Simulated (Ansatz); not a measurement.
**Quasi-harmonic thermodynamics of BeS (F-43m)**

How much does BeS expand with temperature?

Experimental results on record:
- heat capacity C_P per formula unit 34.2 J/mol/K and bulk modulus 105 GPa near room temperature (given in “High-Throughput Prediction of Finite-Temperature Properties using the Quasi-Harmonic Approximation”, 2016, arXiv:1603.06924)

Main program and level: Ansatz 0.2.0; DFT PBE+D3(BJ), scalar-relativistic, plane waves, PAW.

Report form: the programs' logs are mostly left out.

The database entry behind the starting cell differs from later determinations by our own check (0.1 to 0.3 % short, probably kX units), so it need not match the best structure at ambient conditions.

**1. The starting structure**

The structure is cubic, space group F-43m (No. 216). The conventional cell has a = 4.850 Å, b = 4.850 Å, c = 4.850 Å, α = 90.00°, β = 90.00°, γ = 90.00°. Nearest to Be lie 4 S at 2.10 Å. Nearest to S lie 4 Be at 2.10 Å. Farther neighbours and most contacts between anions are not listed.

**2. A first coarse run**

A cheap single point shows whether the cell is a metal or an insulator and how far it is from rest; that sets the k-mesh and the occupations of what follows.

input.yaml reads:

```yaml
crystal:
  lattice:
    - [0.0, 2.425, 2.425]
    - [2.425, 0.0, 2.425]
    - [2.425, 2.425, 0.0]
  atoms:
    - { symbol: Be, position: [0.0, 0.0, 0.0] }
    - { symbol: S, position: [0.25, 0.25, 0.25] }
kpoints:
  mp_grid: { grid: [6, 6, 6] }
hamiltonian:
  xc: pbe
  dispersion: d3bj
scf:
  occupations: { method: gaussian, width: 0.1 }
output:
  forces: true
  stress: true
  eigenvalues: true
```

Launch:

```console
$ ansatz run input.yaml --threads 4 --pin off --max-ram 8192MiB --backend cpu --events-out ev --progress --plain --runs-dir out
```

Wall time 0.26 s (4 threads of Arm Neoverse V2, shared host); peak memory 0.25 GiB.

A gap read on the k-mesh alone can miss the band edges.

This step gave:

```yaml
pressure: -1.992 GPa
gap_on_the_k_mesh: 3.109 eV
volume_per_atom: 14.26 Å³
```

The start is under -2.0 GPa at this level and looks like an insulator or semiconductor on this mesh.

**3. Finding the static equilibrium**

Phonons are second derivatives about a minimum, so cell and atoms are relaxed first, inside the symmetry of the start.

input.yaml, the sections that differ from step 2:

```yaml
kpoints:
  mp_grid: { grid: [8, 8, 8] }
scf:
  occupations: { method: gaussian, width: 0.02 }
relax:
  adjacent_minimum: "off"
  f_tol: 0.005
  max_steps: 80
  cell: { stress_tol: 0.05 }
# crystal, hamiltonian, output: as in step 2
```

It took 1.2 s on 4 threads; peak memory 0.28 GiB.

Relaxation path:

| step | energy less that of the first step (eV) | largest force component (eV/Å) | pressure (GPa) | volume (Å³) |
| --- | --- | --- | --- | --- |
| 1 | 0.0000 | 0.0000 | -2.03 | 28.52 |
| 2 | -0.0032 | 0.0000 | -0.87 | 28.17 |
| 3 | -0.0039 | 0.0000 | 0.03 | 27.92 |
| 4* | -0.0038 | 0.0000 | 0.02 | 27.92 |

Relaxation steps marked * repeat the geometry before them on a plane-wave basis chosen anew for their cell, so energy and pressure can jump there.

The run keeps the 24 symmetry operations that it works with, so distortions that break them were not tested.

| conventional cell, symmetrised | before | after | change |
| --- | --- | --- | --- |
| a (Å) | 4.850 | 4.816 | -0.7 % |
| b (Å) | 4.850 | 4.816 | -0.7 % |
| c (Å) | 4.850 | 4.816 | -0.7 % |
| volume (Å³/atom) | 14.26 | 13.96 | -2.1 % |

The relaxed structure:

```xyz
2
Lattice="0.0000 2.4078 2.4078 2.4078 0.0000 2.4078 2.4078 2.4078 0.0000" Properties=species:S:1:pos:R:3 pbc="T T T"
Be    0.0000    0.0000    0.0000
S     1.2039    1.2039    1.2039
```

This step gave:

```yaml
pressure: 0.02289 GPa
gap_on_the_k_mesh: 3.061 eV
volume_per_atom: 13.96 Å³
```

The relaxation ends with a pressure of 0.02 GPa.

**4. Tight relaxation**

The thresholds are tightened for a last relaxation ahead of the phonons, and where mesh or smearing change with them the cell follows.

input.yaml, the sections that differ from step 3:

```yaml
crystal:
  lattice:
    - [0.0, 2.4077966045, 2.4077966045]
    - [2.4077966045, 0.0, 2.4077966045]
    - [2.4077966045, 2.4077966045, 0.0]
  atoms:
    - { symbol: Be, position: [0.0, 0.0, 0.0] }
    - { symbol: S, position: [0.25, 0.25, 0.25] }
scf:
  occupations: { method: fixed }
relax:
  adjacent_minimum: "off"
  f_tol: 0.001
  max_steps: 60
  cell: { stress_tol: 0.01 }
# kpoints, hamiltonian, output: as in step 3
```

Run time: 0.88 s. Hardware: 4 threads; peak memory 0.28 GiB.

Little changed from the start: no atom moved by 0.005 Å and no cell edge by 0.1 %.

Numbers from this step:

* pressure: 0.009836 GPa

The residual pressure is 0.0098 GPa, small enough for phonons.

**5. Phonons on strained cells**

Thermal expansion follows from how the free energy of the vibrations (and of the electrons in a metal) changes with strain, so the program makes strained cells, their phonons and a fit in one run.

input.yaml, the sections that differ from step 4:

```yaml
crystal:
  lattice:
    - [0.0, 2.4079012908, 2.4079012908]
    - [2.4079012908, 0.0, 2.4079012908]
    - [2.4079012908, 2.4079012908, 0.0]
  atoms:
    - { symbol: Be, position: [0.0, 0.0, 0.0] }
    - { symbol: S, position: [0.25, 0.25, 0.25] }
output:
  eigenvalues: true
phonons:
  method: dfpt
  qmesh: [4, 4, 4]
  temperatures: { t_max: 800.0, t_step: 50 }
  thermal_expansion: {}
# kpoints, hamiltonian, scf: as in step 4
# relax: removed
```

Elapsed: 2.4 min, on 4 threads; peak memory 0.7 GiB; 9.1 min of CPU time.

This step gave:

| Property | Result |
| --- | --- |
| pressure | 0.01032 GPa |
| volume expansion coefficient at 298 K | 17.82 1e-6/K |
| C_P at 298 K | 17.93 J/mol-atom/K |
| entropy at 298 K | 14.84 J/mol-atom/K |
| isothermal bulk modulus at 298 K | 96.06 GPa |
| Grüneisen parameter at 298 K | 0.8165 |
| volume at 298 K | 14.14 Å³/atom |
| principal linear expansion coefficients at 298 K | 5.941, 5.941, 5.941 1e-6/K |

Strained cells of the study; zero-point energy where phonons were solved; the pressures are stresses at a fixed cutoff and can carry an offset from the finite basis. Expansion cells, by row:

| cell | \|a\| (Å) | \|b\| (Å) | \|c\| (Å) | V (Å³/atom) | E - E_lowest (meV/atom) | pressure, compression positive (GPa) | gap (eV) | zero-point energy (meV/atom) |
| --- | --- | --- | --- | --- | --- | --- | --- | --- |
| 1 | 3.405 | 3.405 | 3.405 | 13.96 | 0 | 0.006 | 3.061 | - |
| 2 | 3.433 | 3.433 | 3.433 | 14.3 | 2.433 | -2.279 | 3.116 | - |
| 3 | 3.378 | 3.378 | 3.378 | 13.63 | 2.546 | 2.507 | 3.004 | - |
| 4 | 3.406 | 3.406 | 3.406 | 13.96 | 0 | -0.021 | 3.062 | 77.4 |
| 5 | 3.423 | 3.423 | 3.423 | 14.18 | 0.988 | -1.474 | 3.096 | 76.06 |
| 6 | 3.431 | 3.431 | 3.431 | 14.29 | 2.243 | -2.192 | 3.113 | 75.37 |
| 7 | 3.444 | 3.444 | 3.444 | 14.45 | 4.989 | -3.209 | 3.138 | 74.36 |
| 8 | 3.372 | 3.372 | 3.372 | 13.55 | 3.925 | 3.142 | 2.989 | - |
| 9 | 3.389 | 3.389 | 3.389 | 13.76 | 0.961 | 1.517 | 3.026 | - |
| 10 | 3.464 | 3.464 | 3.464 | 14.7 | 11.08 | -4.651 | 3.175 | - |

Quasi-harmonic; a, b, c are the run's own cell vectors. Expansion, by row:

| T (K) | a (Å) | b (Å) | c (Å) | alpha (deg) | beta (deg) | gamma (deg) | cell volume (Å³/cell) | alpha_a (1e-6/K) | alpha_b (1e-6/K) | alpha_c (1e-6/K) | alpha_V (1e-6/K) | C_P (J/mol-atom/K) | C_V (J/mol-atom/K) | S (J/mol-atom/K) | B_T (GPa) | B_S (GPa) | Grueneisen | extrapolation | fit error (1e-6/K) |
| --- | --- | --- | --- | --- | --- | --- | --- | --- | --- | --- | --- | --- | --- | --- | --- | --- | --- | --- | --- |
| 0 | 3.417 | 3.417 | 3.417 | 60 | 60 | 60 | 28.22 | 0 | 0 | 0 | 0 | 0 | 0 | 0 | 97.54 | 97.54 | - | 0 | 0 |
| 50 | 3.417 | 3.417 | 3.417 | 60 | 60 | 60 | 28.22 | 0.1 | 0.1 | 0.1 | 0.3 | 1.136 | 1.136 | 0.346 | 97.53 | 97.53 | 0.218 | 0 | 0 |
| 100 | 3.417 | 3.417 | 3.417 | 60 | 60 | 60 | 28.22 | 0.73 | 0.73 | 0.73 | 2.19 | 5.343 | 5.343 | 2.373 | 97.47 | 97.48 | 0.339 | 0 | 0 |
| 150 | 3.417 | 3.417 | 3.417 | 60 | 60 | 60 | 28.22 | 2.06 | 2.06 | 2.06 | 6.19 | 9.547 | 9.542 | 5.349 | 97.28 | 97.33 | 0.536 | 0 | 0 |
| 200 | 3.418 | 3.418 | 3.418 | 60 | 60 | 60 | 28.23 | 3.6 | 3.6 | 3.6 | 10.8 | 13.14 | 13.12 | 8.606 | 96.95 | 97.1 | 0.678 | 0 | 0.01 |
| 250 | 3.419 | 3.419 | 3.419 | 60 | 60 | 60 | 28.25 | 4.93 | 4.93 | 4.93 | 14.79 | 15.93 | 15.88 | 11.85 | 96.53 | 96.8 | 0.765 | 0 | 0.01 |
| 298.1 | 3.42 | 3.42 | 3.42 | 60 | 60 | 60 | 28.28 | 5.94 | 5.94 | 5.94 | 17.82 | 17.93 | 17.85 | 14.84 | 96.06 | 96.48 | 0.816 | 0 | 0.01 |
| 300 | 3.42 | 3.42 | 3.42 | 60 | 60 | 60 | 28.28 | 5.97 | 5.97 | 5.97 | 17.92 | 18 | 17.92 | 14.95 | 96.04 | 96.47 | 0.818 | 0 | 0.01 |
| 350 | 3.421 | 3.421 | 3.421 | 60 | 60 | 60 | 28.3 | 6.77 | 6.77 | 6.77 | 20.32 | 19.52 | 19.4 | 17.84 | 95.52 | 96.1 | 0.852 | 0 | 0.01 |
| 400 | 3.422 | 3.422 | 3.422 | 60 | 60 | 60 | 28.33 | 7.38 | 7.38 | 7.38 | 22.15 | 20.65 | 20.49 | 20.53 | 94.98 | 95.72 | 0.876 | 0 | 0.01 |
| 450 | 3.423 | 3.423 | 3.423 | 60 | 60 | 60 | 28.37 | 7.86 | 7.86 | 7.86 | 23.59 | 21.51 | 21.31 | 23.01 | 94.42 | 95.32 | 0.893 | 0 | 0.01 |
| 500 | 3.425 | 3.425 | 3.425 | 60 | 60 | 60 | 28.4 | 8.25 | 8.25 | 8.25 | 24.75 | 22.18 | 21.93 | 25.31 | 93.85 | 94.91 | 0.906 | 0 | 0.01 |
| 550 | 3.426 | 3.426 | 3.426 | 60 | 60 | 60 | 28.44 | 8.57 | 8.57 | 8.57 | 25.7 | 22.7 | 22.41 | 27.45 | 93.28 | 94.48 | 0.916 | 0 | 0.01 |
| 600 | 3.428 | 3.428 | 3.428 | 60 | 60 | 60 | 28.47 | 8.83 | 8.83 | 8.83 | 26.49 | 23.13 | 22.79 | 29.45 | 92.69 | 94.05 | 0.924 | 0 | 0.01 |
| 650 | 3.429 | 3.429 | 3.429 | 60 | 60 | 60 | 28.51 | 9.06 | 9.06 | 9.06 | 27.18 | 23.48 | 23.1 | 31.31 | 92.1 | 93.62 | 0.931 | 0 | 0.01 |
| 700 | 3.431 | 3.431 | 3.431 | 60 | 60 | 60 | 28.55 | 9.26 | 9.26 | 9.26 | 27.78 | 23.77 | 23.34 | 33.06 | 91.51 | 93.17 | 0.936 | 0 | 0.02 |
| 750 | 3.432 | 3.432 | 3.432 | 60 | 60 | 60 | 28.59 | 9.44 | 9.44 | 9.44 | 28.32 | 24.01 | 23.54 | 34.71 | 90.91 | 92.73 | 0.941 | 0 | 0.02 |
| 800 | 3.434 | 3.434 | 3.434 | 60 | 60 | 60 | 28.63 | 9.6 | 9.6 | 9.6 | 28.81 | 24.23 | 23.71 | 36.27 | 90.31 | 92.28 | 0.946 | 0 | 0.03 |

Expansion coefficient against temperature; values in 1e-6/K:

| temperature (K) | volume | principal 1 |
| --- | --- | --- |
| 0 | 0 | 0 |
| 50 | 0.3 | 0.1 |
| 100 | 2.19 | 0.73 |
| 150 | 6.19 | 2.06 |
| 200 | 10.8 | 3.6 |
| 250 | 14.8 | 4.93 |
| 298 | 17.8 | 5.94 |
| 300 | 17.9 | 5.97 |
| 350 | 20.3 | 6.77 |
| 400 | 22.1 | 7.38 |
| 450 | 23.6 | 7.86 |
| 500 | 24.8 | 8.25 |
| 550 | 25.7 | 8.57 |
| 600 | 26.5 | 8.83 |
| 650 | 27.2 | 9.06 |
| 700 | 27.8 | 9.26 |
| 750 | 28.3 | 9.44 |
| 800 | 28.8 | 9.6 |

At 298 K the volume expansion is 17.8 × 10⁻⁶/K and B_T is 96.1 GPa. The program raised the cutoff to 487.2 eV by itself: with no cutoff typed, the study takes about 1.16 times the default for its relaxations and scales it with the volume for the phonons.

**6. Summary of results**

```json
{
 "settings of these figures": "PBE+D3(BJ), 487.2 eV, k 8×8×8, q 4×4×4",
 "volume expansion coefficient at 298 K": "17.82 1e-6/K",
 "C_P at 298 K": "17.93 J/mol-atom/K",
 "entropy at 298 K": "14.84 J/mol-atom/K",
 "isothermal bulk modulus at 298 K": "96.06 GPa",
 "Grüneisen parameter at 298 K": "0.8165",
 "volume at 298 K": "14.14 Å³/atom",
 "principal linear expansion coefficients at 298 K": "5.941, 5.941, 5.941 1e-6/K"
}
```

In words: Near room temperature BeS expands by 17.8 × 10⁻⁶/K in volume by PBE+D3(BJ), with C_P = 17.9 J/(mol K) per mole of atoms and B_T = 96.1 GPa. C_P at room temperature is 72 % of the classical 3R an atom, so the stiffest modes are still partly frozen out. A measured bulk modulus near room temperature is 105 GPa (arXiv:1603.06924); the calculated 96.1 GPa differs by -9 %. The table does not say whether its value is isothermal or adiabatic. A measured heat capacity per formula unit near room temperature is 34.2 J/mol/K (arXiv:1603.06924); the calculated 35.9 J/mol/K differs by +5 %. The interpolation has no quadrupole term, so branches near the zone centre are less sure, since this crystal has sites that are not centres of inversion. The dispersion term is taken with its C6 weights frozen at the crystal at rest, in the force constants and, in the expansion study, in the energies too.

[Logs are printed without paths, hosts, clocks, repeated set-up lines and the standing remarks that a program may print on its own settings, such as how far it seeks lower states.]

[Hosts, paths, dates, database ids (printed as entryN), source tags and the programs' standing remarks are cut or masked in the printed files.]

[A step with changed settings may run another functional than the one named; its input shows which.]
